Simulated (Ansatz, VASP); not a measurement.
# Cross-check of GaP (GaP(110)) between VASP and Ansatz, part 2 of 3

One calculation is typed for both programs; each brings its own data sets. How far apart do they land? Of the first pair: The structure shown is the end of the VASP relaxation below. Valence electrons are named where the data sets of a main pair hold unlike numbers.

VASP 6.6.1 and Ansatz 0.2.0.

So far: Set-up; VASP: relaxation, PBE.

**3. Ansatz: single point, PBE**

Level of this step: Ansatz beside VASP: Kohn-Sham DFT, plane waves, PBE (Ansatz).

Ansatz runs on its default PAW (the set named soft_2) files.

The same cell, functional, mesh and smearing now go to Ansatz, which takes its cutoff from its data sets.

File input.yaml:

```yaml
crystal:
  lattice:
    - [3.79567158, 0.0, 0.0]
    - [0.0, 5.36789022, 0.0]
    - [0.0, 0.0, 31.94297149]
  atoms:
    - { symbol: Ga, position: [0.0, 0.05628984, 0.26293829] }
    - { symbol: Ga, position: [0.5, 0.47979827, 0.30930511] }
    - { symbol: Ga, position: [0.0, 0.98590586, 0.37598684] }
    - { symbol: Ga, position: [0.5, 0.48479817, 0.43699713] }
    - { symbol: Ga, position: [0.0, 0.98703287, 0.5] }
    - { symbol: Ga, position: [0.5, 0.48479817, 0.56300287] }
    - { symbol: Ga, position: [0.0, 0.98590586, 0.62401316] }
    - { symbol: Ga, position: [0.5, 0.47979827, 0.69069489] }
    - { symbol: Ga, position: [0.0, 0.05628984, 0.73706171] }
    - { symbol: P, position: [0.0, 0.73975537, 0.31352935] }
    - { symbol: P, position: [0.5, 0.27437726, 0.24228075] }
    - { symbol: P, position: [0.0, 0.7426427, 0.43787173] }
    - { symbol: P, position: [0.5, 0.24548061, 0.37396162] }
    - { symbol: P, position: [0.0, 0.7426427, 0.56212827] }
    - { symbol: P, position: [0.5, 0.24487097, 0.5] }
    - { symbol: P, position: [0.0, 0.73975537, 0.68647065] }
    - { symbol: P, position: [0.5, 0.24548061, 0.62603838] }
    - { symbol: P, position: [0.5, 0.27437726, 0.75771925] }
hamiltonian:
  xc: pbe
  pseudopotentials: { kind: paw }
kpoints:
  mp_grid: { grid: [6, 5, 1] }
scf:
  occupations: { method: gaussian, width: 0.03 }
  n_extra_bands: 8
efield:
  axis: 3
  dipole_correction: true
  ramp_width: 0.04
output:
  forces: true
  eigenvalues: true
  write_density: true
  write_potential: true
  elf: true
  volumetric_format: npy
```

Run with:

```bash
ansatz run input.yaml --threads 8 --pin off --max-ram 18432MiB --backend cpu --events-out ev --progress --plain --runs-dir out
```

Numbers of over 12 decimals in the logs are rounded to 6 here.

The log of the run:

```text
scf.n_extra_bands = 8 over 81 filled bands (N_el = 162.0): the run solves 89 bands
Engine: ansatz 0.2.0, aarch64-unknown-linux-gnu
Pseudopotentials: kind: paw
Pseudopotential: Ga, paw, valence charge 13, recommended cutoff 420 eV (normal), Ga.paw.azcp
Pseudopotential: P, paw, valence charge 5, recommended cutoff 420 eV (normal), P.paw.azcp
Functional definition: PBE
  parameter kappa = 0.804
  parameter beta = 0.066725
  exchange = pbe_x(kappa = kappa, mu = beta*pi^2/3)
  correlation = pbe_c(beta = beta)
Crystal: 18 atoms, lattice volume = 650.830 Å³
Basis set: ecut = 420 eV, 12643 PW (Γ), exchange–correlation on 54×72×432 points (8 copies of the dense FFT grid, shifted against one another)
Bands: 89, of which v1, the nominal top of the filled ones, is band 81 counted from 1 (80 counted from 0)
Symmetry: 2 space group operations
k-points: 12 of 30 (time reversal used)
Non-local potential: Ga, projectors of the file, l = 0: 2, l = 1: 2, l = 2: 3, l = 3: 1
Non-local potential: P, projectors of the file, l = 0: 2, l = 1: 2, l = 2: 2
PAW form: soft (Blöchl's): semilocal exchange-correlation on the pseudo side does not see the compensation charge
PAW one-centre angular grid: Ga, 590 points (default); XC on 64 Gauss nodes
PAW one-centre angular grid: P, 110 points (default); XC on 64 Gauss nodes
Initial density: superposition of atomic densities (neutral atoms: chi_scale 0, normalization atom), corrected by the library's trained network
Initial wavefunctions: pseudopotential atomic-orbital guess
Functional: x = pbe(κ = 0.804, μ = 0.219515), c = pbe(β = 0.066725)
SCF iter   1: F=—  HF=-40853.834853 eV  |F-HF|=—  |Δ(HF+E_count)|=         —  Δρ=1.58e-3  dr2=5.61e-2  ethr=1.77e-3  p=0.000 e·Å  D=4.28e-14 V/Å  ΔV_dip=-0.00 eV  dr2_dipole=2.01e-10  V_vac-E_F(+/−)=4.56/4.56 eV  ⟨swp⟩=9.0  Hψ=5322  notcnv=0
efield: sawtooth ramp at fractional position 0.9800 (placed from the atoms, in the widest stretch of the axis that holds none; the zero of the levels goes with the place), width 0.0400; the density the first Hamiltonian is built on has a dipole p = 0.000 e·Å; the dipole correction subtracts the counter field D = 4.28e-14 V/Å, which shifts the + side's vacuum level by -0.00 eV against the − side's; the planar-averaged density in the ramp window peaks in size at 1.5e-5 e/Å³
preconditioner: auto → Resta (q_TF=auto, 2.164 Å⁻¹)  ε∞=3.1  [insulator: Δε(μ)=0.883 eV  Ē_g=12.750 eV  σ=0.030 eV  W_gap=1.00  n_scr=118 (ndim 8)  ℏωp=18.5 eV  f_vac=0.413  D(μ)=0.00/eV (n_scr^D=0)  ε∞_Penn≈3.1  vacuum switching on, ρ_ref=1.2e-2 e/Å³]
SCF iter   2: F=—  HF=-40853.816790 eV  |F-HF|=—  |Δ(HF+E_count)|=   1.81e-2  Δρ=9.87e-4  dr2=2.74e-2  ethr=3.46e-5  p=-0.000 e·Å  D=-1.97e-6 V/Å  ΔV_dip=0.00 eV  dr2_dipole=1.67e-9  V_vac-E_F(+/−)=4.69/4.69 eV  ⟨swp⟩=3.6  Hψ=2435  notcnv=0  defer=23
SCF iter   3: F=—  HF=-40853.814335 eV  |F-HF|=—  |Δ(HF+E_count)|=   2.46e-3  Δρ=5.77e-4  dr2=2.92e-3  ethr=1.69e-5  p=0.000 e·Å  D=9.20e-7 V/Å  ΔV_dip=-0.00 eV  dr2_dipole=1.87e-10  V_vac-E_F(+/−)=4.60/4.60 eV  ⟨swp⟩=2.0  Hψ=1308  notcnv=0  defer=23
SCF iter   4: F=—  HF=-40853.815265 eV  |F-HF|=—  |Δ(HF+E_count)|=   9.30e-4  Δρ=2.47e-4  dr2=1.31e-3  ethr=1.80e-6  p=-0.000 e·Å  D=-2.13e-6 V/Å  ΔV_dip=0.00 eV  dr2_dipole=1.42e-9  V_vac-E_F(+/−)=4.59/4.59 eV  ⟨swp⟩=2.0  Hψ=1948  notcnv=0  defer=23
SCF iter   5: F=—  HF=-40853.815105 eV  |F-HF|=—  |Δ(HF+E_count)|=   1.59e-4  Δρ=9.80e-5  dr2=1.09e-4  ethr=8.07e-7  p=0.000 e·Å  D=1.54e-6 V/Å  ΔV_dip=-0.00 eV  dr2_dipole=4.87e-10  V_vac-E_F(+/−)=4.58/4.58 eV  ⟨swp⟩=2.0  Hψ=1877  notcnv=0  defer=23
SCF iter   6: F=—  HF=-40853.815132 eV  |F-HF|=—  |Δ(HF+E_count)|=   2.68e-5  Δρ=2.56e-5  dr2=1.12e-5  ethr=6.76e-8  p=-0.000 e·Å  D=-3.61e-6 V/Å  ΔV_dip=0.00 eV  dr2_dipole=2.98e-9  V_vac-E_F(+/−)=4.58/4.58 eV  ⟨swp⟩=2.9  Hψ=2039  notcnv=0  defer=23
SCF iter   7: F=—  HF=-40853.815121 eV  |F-HF|=—  |Δ(HF+E_count)|=   1.14e-5  Δρ=1.82e-5  dr2=2.46e-6  ethr=6.91e-9  p=0.000 e·Å  D=7.98e-6 V/Å  ΔV_dip=-0.00 eV  dr2_dipole=1.49e-8  V_vac-E_F(+/−)=4.58/4.58 eV  ⟨swp⟩=2.2  Hψ=2042  notcnv=0  defer=23
SCF iter   8: F=—  HF=-40853.815121 eV  |F-HF|=—  |Δ(HF+E_count)|=   1.28e-7  Δρ=4.27e-6  dr2=1.25e-7  ethr=1.52e-9  p=-0.000 e·Å  D=-5.36e-6 V/Å  ΔV_dip=0.00 eV  dr2_dipole=7.56e-9  V_vac-E_F(+/−)=4.58/4.58 eV  ⟨swp⟩=2.0  Hψ=2017  notcnv=0  defer=23
SCF iter   9: F=-40853.815121 eV  HF=-40853.815121 eV  |F-HF|=4.41e-8  |Δ(HF+E_count)|=   1.88e-7  Δρ=1.55e-6  dr2=4.18e-8  ethr=6.17e-11  p=0.000 e·Å  D=1.16e-5 V/Å  ΔV_dip=-0.00 eV  dr2_dipole=3.12e-8  V_vac-E_F(+/−)=4.58/4.58 eV  ⟨swp⟩=18.2  Hψ=9755  notcnv=0
SCF 1 converged in 9 iterations: F = -40853.815121 eV  dr2 = 4.18e-8
  greatest PAW one-centre occupation: 0.995 electrons in one spin orbital (limit 2), on the Ga atom at site 8 (counted from 0), in its partial waves of l = 2
WARN: The output density's exchange-correlation potential varies sharply where the density is thin. Do not read a vacuum level from v_tot or v_xc, or from such a field of the output density. On a cell that repeats whose density bears no net charge and no dipole along the vacuum's axis use v_es (v_loc + v_h of the components); under efield.dipole_correction with no amplitude use v_es + v_field, which holds any externa [...]
SCF converged after 9 iterations
Free energy (F): -40853.815121 eV
Harris-Foulkes:  -40853.815121 eV  (|F-HF|=4.41e-8)
Internal energy: -40853.815121 eV  (E = F + TS)
E sigma→0 (E₀):  -40853.815121 eV
Fermi energy:    2.289571 eV
Dipole field:    D = -0.000120 V/Å  (p = -0.000432 e·Å, saw-weighted, corrected)
Work function:   Φ+ = 4.5783 eV   Φ− = 4.5744 eV
Levels:          The Fermi level and band energies are counted from a zero that moves with the ramp; work functions are not
--- Per-component energies (eV) ---
  E_band       = -1388.439795
  E_kinetic    = 1668.567993
  E_local      = -143369.546910  (includes V_loc(G=0)·N_el)
  E_nonlocal   = 4127.880231
  E_hartree    = 70508.575149
  E_xc         = -1172.843858
  E_vxc        = -1065.292291  (∫ρ·V_xc dr)
  E_paw        = -23023.011208  (= ΣΔE_a)
  E_vpaw       = -3767.186272  (= ΣTr[D̂ρ^β])
  E_aug_tail   = -0.000939  (compensation charges beyond the density's cutoff)
  E_efield     = 0.000000  (sawtooth field / dipole correction)
  E_vefield    = 0.000000  (∫n·V_field dr)
  E_ewald      = 50406.564422
  E_smearing   = -0.000000  (= −TS)
  E_closure    = -0.000000  (closes the sum)
  Σ components = -40853.815121   (vs F -40853.815121, Δ=0.00e0)
--- Forces (eV/Å), atoms counted from 1 ---
  atom   1  Ga     0.00000000     0.03403674     0.01774538
  atom   2  Ga     0.00000000     0.05114918     0.04007181
  atom   3  Ga     0.00000000     0.02963023    -0.00506863
  atom   4  Ga     0.00000000     0.02406555     0.00106705
  atom   5  Ga     0.00000000     0.00770886    -0.00005039
  atom   6  Ga     0.00000000     0.02406483    -0.00116813
  atom   7  Ga     0.00000000     0.02962437     0.00497725
  atom   8  Ga     0.00000000     0.05113453    -0.04014505
  atom   9  Ga     0.00000000     0.03399878    -0.01776416
  atom  10  P      0.00000000     0.00574849     0.00108835
  atom  11  P      0.00000000    -0.06882983     0.13466176
  atom  12  P      0.00000000    -0.01775695     0.01112156
  atom  13  P      0.00000000    -0.03592517     0.01479516
  atom  14  P      0.00000000    -0.01775671    -0.01100245
  atom  15  P      0.00000000    -0.05186929     0.00006294
  atom  16  P      0.00000000     0.00576240    -0.00098821
  atom  17  P      0.00000000    -0.03592302    -0.01466903
  atom  18  P      0.00000000    -0.06884369    -0.13462668
  max |Σ_I F_I| component: 1.09e-4 eV/Å
--- Band table (eV; the first three rows and the last of 12) ---
  k-point 0: bands = [... 77 lower, 1.4771, 1.5001, 1.7167, 1.8346, 3.1590, 3.4924, 3.7433, 3.7556, ... 4 higher]
  k-point 1: bands = [... 77 lower, 1.2736, 1.2893, 1.4142, 1.4475, 3.2211, 3.6512, 4.0507, 4.0620, ... 4 higher]
  k-point 2: bands = [... 77 lower, 0.8661, 0.8814, 0.8946, 0.9591, 3.3500, 3.5384, 3.8521, 3.8541, ... 4 higher]
  k-point 11: bands = [... 77 lower, 0.2422, 0.3741, 0.7662, 0.7882, 3.0216, 3.3476, 3.6576, 4.4068, ... 4 higher]
```

It took 32 s on 8 threads of Arm Neoverse N1, shared host; peak memory 2.4 GiB.

Reading the cycles: dr2 is the Hartree energy of the density residual (eV), the measure of convergence; HF is the Harris–Foulkes estimate of the energy, which meets the free energy F at convergence.

**4. Differences**

Known differences besides the potentials themselves: the data sets hold 162 valence electrons in Ansatz (on its default PAW (the set named soft_2) files) and 72 in VASP; the cutoff is 420 eV in Ansatz and 320 eV in VASP (PREC = Normal, projectors in real space); VASP leaves aspherical gradient terms in its spheres out (LASPH is not set), Ansatz keeps them. Total energies have different zeros and are not compared.

Both answers:

```tsv
quantity	Ansatz	VASP	difference
gap on the k mesh (eV)	0.910	0.923	-0.013
```

At this near-relaxed geometry the largest component of a force difference is 130 meV/Å. A gap on the mesh is an upper bound, since the band edges may lie between its points. With vacuum in the cell, a pressure given here is an average over mostly empty space and none of the material.

**5. Further runs**

Further runs change the set-up of one program: Ansatz's method, potentials or start, or VASP's data sets, cutoff or form of LDA. The table gives Ansatz less VASP for each quantity, since a change that brings one quantity closer may part another.

```tsv
run	r.m.s. force difference (meV/Å)	gap on the k mesh (eV)
as above	35	-0.013
norm-conserving potentials (cutoff 1088 eV)	33	-0.0093
```

**6. VASP: band structure, PBE**

Levels along a path test the potential and the projectors away from the mesh points.

File INCAR:

```
SYSTEM = GaP
PREC = Normal
ENCUT = 320
EDIFF = 1E-06
NELM = 120
ISMEAR = 0
SIGMA = 0.03
LREAL = Auto
ALGO = Fast
GGA = PE
NBANDS = 54
LORBIT = 11
LWAVE = .FALSE.
LCHARG = .TRUE.
KPAR = 2
IDIPOL = 3
LDIPOL = .TRUE.
DIPOL = 0.5 0.5 0.5
LVHAR = .TRUE.
LVACPOTAV = .TRUE.
NEDOS = 1500
```

File POSCAR:

```
GaP
1.0
    3.7956715778      0.0000000000      0.0000000000
    0.0000000000      5.3678902236      0.0000000000
    0.0000000000      0.0000000000     31.9429714936
Ga P
9 9
Direct
    0.0000000000      0.0562898400      0.2629382933
    0.5000000000      0.4797982728      0.3093051115
    0.0000000000      0.9859058634      0.3759868409
    0.5000000000      0.4847981672      0.4369971308
    0.0000000000      0.9870328742      0.5000000000
    0.5000000000      0.4847981672      0.5630028692
    0.0000000000      0.9859058634      0.6240131591
    0.5000000000      0.4797982728      0.6906948885
    0.0000000000      0.0562898400      0.7370617067
    0.0000000000      0.7397553696      0.3135293535
    0.5000000000      0.2743772561      0.2422807540
    0.0000000000      0.7426426995      0.4378717303
    0.5000000000      0.2454806071      0.3739616170
    0.0000000000      0.7426426995      0.5621282697
    0.5000000000      0.2448709746      0.5000000000
    0.0000000000      0.7397553696      0.6864706465
    0.5000000000      0.2454806071      0.6260383830
    0.5000000000      0.2743772561      0.7577192460
```

File KPOINTS:

```
Automatic mesh
0
Gamma
6 5 1
0 0 0
```

File KPOINTS_OPT:

```
Line mode
14
Line-mode
Reciprocal
  0.00000000   0.00000000   0.00000000 GAMMA
  0.50000000   0.00000000   0.00000000 X

  0.50000000   0.00000000   0.00000000 X
  0.50000000   0.50000000   0.00000000 S

  0.50000000   0.50000000   0.00000000 S
  0.00000000   0.50000000   0.00000000 Y

  0.00000000   0.50000000   0.00000000 Y
  0.00000000   0.00000000   0.00000000 GAMMA

  0.00000000   0.00000000   0.00000000 GAMMA
  0.50000000   0.50000000   0.00000000 S
```

PAW data sets: Ga and P (PBE family, release 64).

Run with:

```bash
mpirun -np 4 vasp_std
```

The log of the run:

```text
[banner, memory and clock lines left out]
running    4 mpi-ranks, on    1 nodes
[...]
LDA part: xc-table for (Slater+PW92), standard interpolation
 POSCAR, INCAR and KPOINTS ok, starting setup
[...]
entering main loop
       N       E                     dE             d eps       ncg     rms          rms(c)
DAV:   1     0.292342918028E+03    0.29234E+03   -0.19385E+04  1320   0.702E+02
DAV:   2    -0.485840355770E+02   -0.34093E+03   -0.32917E+03  1750   0.157E+02
DAV:   3    -0.814004802735E+02   -0.32816E+02   -0.32384E+02  1544   0.501E+01
DAV:   4    -0.827054607177E+02   -0.13050E+01   -0.13002E+01  1856   0.113E+01
[...]
RMM:  24    -0.796779326057E+02   -0.44186E-05   -0.27872E-07   967   0.123E-03    0.634E-04
RMM:  25    -0.796779337189E+02   -0.11132E-05   -0.33698E-08   552   0.614E-04    0.219E-04
RMM:  26    -0.796779345243E+02   -0.80535E-06   -0.34289E-08   574   0.631E-04
|                                                                             |
[...]
|     workfunction values.                                                    |
|                                                                             |

   1 F= -.79677935E+02 E0= -.79677935E+02  d E =-.259803E-11
 Start KPOINTS_OPT (optional k-point list driver)
k-point batch [1-12\70]
       N       E                     dE             ncg
DAV:   1    -0.226365608580E+03   -0.73528E+04     1296
DAV:   2    -0.420209746577E+04   -0.39757E+04     1690
DAV:   3    -0.459378232867E+04   -0.39168E+03     1576
DAV:   4    -0.460880227730E+04   -0.15020E+02     1856
[...]
DAV:   8    -0.460915661824E+04   -0.46155E-04     1808
DAV:   9    -0.460915662084E+04   -0.25947E-05     1352
DAV:  10    -0.460915662101E+04   -0.17063E-06     1040
[...]
k-point batch [61-70\70]
       N       E                     dE             ncg
DAV:   1    -0.972113359612E+02   -0.12956E+05     1080
DAV:   2    -0.334392181056E+04   -0.32467E+04     1464
DAV:   3    -0.363805998265E+04   -0.29414E+03     1312
DAV:   4    -0.364837930484E+04   -0.10319E+02     1512
[...]
DAV:   8    -0.364871172924E+04   -0.37983E-04     1496
DAV:   9    -0.364871173076E+04   -0.15182E-05     1176
DAV:  10    -0.364871173088E+04   -0.12052E-06      984
```

From OUTCAR (step 6):

```text
  Total       11.4396743      7.2682353     -0.5148057      0.0000000      0.0000000      0.0000000
  in kB       28.1615577     17.8925398     -1.2673201      0.0000000      0.0000000      0.0000000
  external PRESSURE =      14.9289258 kB  Pullay stress =       0.0000000 kB

 POSITION                                       TOTAL-FORCE (eV/Angst)
 -----------------------------------------------------------------------------------
      0.00000      0.30216      8.39903        -0.000000      0.001692      0.001253
      1.89784      2.57550      9.88012         0.000000     -0.008474      0.017338
      0.00000      5.29223     12.01014        -0.000000      0.002464     -0.004826
      1.89784      2.60234     13.95899        -0.000000     -0.001491      0.001199
      0.00000      5.29828     15.97149        -0.000000     -0.001656      0.000000
      1.89784      2.60234     17.98398        -0.000000     -0.001491     -0.001199
      0.00000      5.29223     19.93283         0.000000      0.002464      0.004826
      1.89784      2.57550     22.06285         0.000000     -0.008474     -0.017338
      0.00000      0.30216     23.54394        -0.000000      0.001692     -0.001253
      0.00000      3.97093     10.01506        -0.000000      0.001755      0.006204
      1.89784      1.47283      7.73917        -0.000000      0.005632      0.005191
      0.00000      3.98642     13.98692        -0.000000     -0.002817     -0.004938
      1.89784      1.31771     11.94545        -0.000000      0.002124     -0.011619
      0.00000      3.98642     17.95605        -0.000000     -0.002817      0.004938
[...]
-----------------------------------------------------------------------------------
    total drift:                               -0.000000     -0.033880      0.000008

  FREE ENERGIE OF THE ION-ELECTRON SYSTEM (eV)
  ---------------------------------------------------
  free  energy   TOTEN  =       -79.6779345243 eV

  energy  without entropy=      -79.6779345243  energy(sigma->0) =      -79.67793452

[... 2 parts as in an earlier step ...]

[... 1 further part left out ...]
[key lines of the parts left out:]
E-fermi :  -0.1431
```

(Part 2 of 3 ends here.)

[Lines on the potential files, build, host, timing and source positions are cut from VASP's logs without a mark.]

[Logs are printed without paths, hosts, clocks, repeated set-up lines and the standing remarks that a program may print on its own settings, such as how far it seeks lower states.]

[Hosts, paths, dates, database ids (printed as entryN), source tags and the programs' standing remarks are cut or masked in the printed files.]
